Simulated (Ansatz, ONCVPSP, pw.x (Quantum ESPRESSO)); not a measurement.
## Mn: one change to the ONCV potential, in the atom and in the bcc crystal

* Element: manganese (Mn)
* Generator: ONCVPSP 4.0.1.1 (patched build)
* Type: optimised norm-conserving Vanderbilt (ONCV)
* Functional: PBEsol
* Relativity: scalar-relativistic
* Frozen core: [Ar]
* Valence charge: 7
* Reference configuration: 3d5 4s2
* Partial waves: 4s: rc 2.65 bohr, ncon 5, nbas 10, qcut 1.9 1/bohr, 2 projectors, debl 0.4 Ha; p scattering state at 0.39 Ha: rc 2.35 bohr, ncon 3, nbas 7, qcut 4 1/bohr, 1 projector; 3d: rc 2.05 bohr, ncon 4, nbas 9, qcut 7.2 1/bohr, 1 projector
* Local potential: polynomial inside 1.75 bohr (lpopt 5, dvloc0 4 Ha)
* Core correction: Teter function fitted to the true core (icmod 2), fcfact 0.35

In the p channel the program set the typed energies aside and used 0.050 Ha.

Change: p: rc 2.02.

Cutoffs, loose and tight: the cutoffs (Ha) at which the residual kinetic energy of the hardest occupied pseudo-wave falls to 1 and 0.1 mHa per electron. They do not see the model core or the augmentation charge, which bear on the density cutoff. Test errors are all-electron minus pseudo excitation energies from the reference, over the configurations 3d5 4s1; 3d5 4s0; 3d4 4s0; 3d6 4s1; variants that change the core or the reference have their own tests.

Crystal test: bcc Mn in pw.x 7.5, no spin, 17³ k-points, Fermi–Dirac smearing 0.01 Ry, cutoffs set for each file from its atomic test. The reference is all-electron LAPW (Ansatz 0.2.0) with the same functional, mesh and smearing; V0 and B0 come from Birch–Murnaghan fits to the pressures at five volumes. Errors are pseudo minus all-electron; Δ is the rms difference of the E(V) curves that follow from these fits, minima aligned, over ±6 % about the mean V0. Mesh and smearing are coarse, so the numbers serve the comparison and aren't converged zero-temperature values; the lattice is a test structure that the element need not adopt. Spin polarisation and strong correlation are left out, which matters for this element.

All-electron: a0 = 2.752 Å (V0 = 10.43 Å³/atom), B0 = 302.1 GPa.

Does the change bring the crystal closer to the all-electron result?

The mean pressure error goes from +4.79 to -1.19 GPa, so the change moves the solid closer to the all-electron pressures. The B0 error goes the other way, from -0.9 to +4.6 %.

```tsv
quantity	base	changed
outcome (atom)	generated, projector energies reset by the program	generated
cutoff, loose (atom)	22 Ha	22 Ha
cutoff, tight (atom)	39 Ha	39 Ha
bound ghosts (atom)	none	none
largest test error (meV) (atom)	-280	-280
cutoffs in pw.x (Ry)	90/360	90/360
a0 (Å)	2.766	2.749
a0 error (%)	+0.51	-0.13
B0 error (%)	-0.9	+4.6
Δ (meV/atom)	10.6	2.8
mean pressure error (GPa)	+4.79	-1.19
```

Base: The largest radius (2.65 bohr) exceeds half the bond length (2.25 bohr), so the spheres overlap, which is one possible source of error among others. This is a poor potential for the solid. Changed file: The largest radius (2.65 bohr) exceeds half the bond length (2.25 bohr), so the spheres overlap, which is one possible source of error among others.
